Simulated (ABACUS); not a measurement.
**Sn in ABACUS: the effect of dispersion**

Sn:

```
CELL_PARAMETERS angstrom
-3.29676 0.00000 3.29676
0.00000 3.29676 3.29676
-3.29676 3.29676 0.00000
ATOMIC_POSITIONS crystal
Sn 0.25000 0.25000 0.25000
Sn 0.50000 0.50000 0.50000
```

This isn't the form of Sn at room conditions, which is tetragonal (white tin).

The cell isn't the ideal one: volume scaled by 1.06.

Alike in all runs:

| Property | Result |
| --- | --- |
| Program | ABACUS 3.10.1 |
| Task | equation of state |
| Functional | PBEsol |
| Potentials or basis | PseudoDojo NC SR 0.4.1 PBE standard |
| Cutoff | 993 eV |
| Density cutoff | 3973 eV |
| Basis | plane waves |
| k mesh | 5 × 5 × 5 |
| Occupations | fermi-dirac, width 0.05 eV |
| Spin | no spin polarisation |

```tsv
dispersion	pressure (GPa)
none	?
D3	-1.3
D3(BJ)	-1.9
D3(BJ)+ABC	-1.8
```

Q: What does the run with dispersion none give?

A: Pressure -0.6 GPa.

Caveats: the potentials were made for another functional, which shifts forces and pressure; pairwise dispersion overbinds metals, which lowers pressure and volume (some runs).
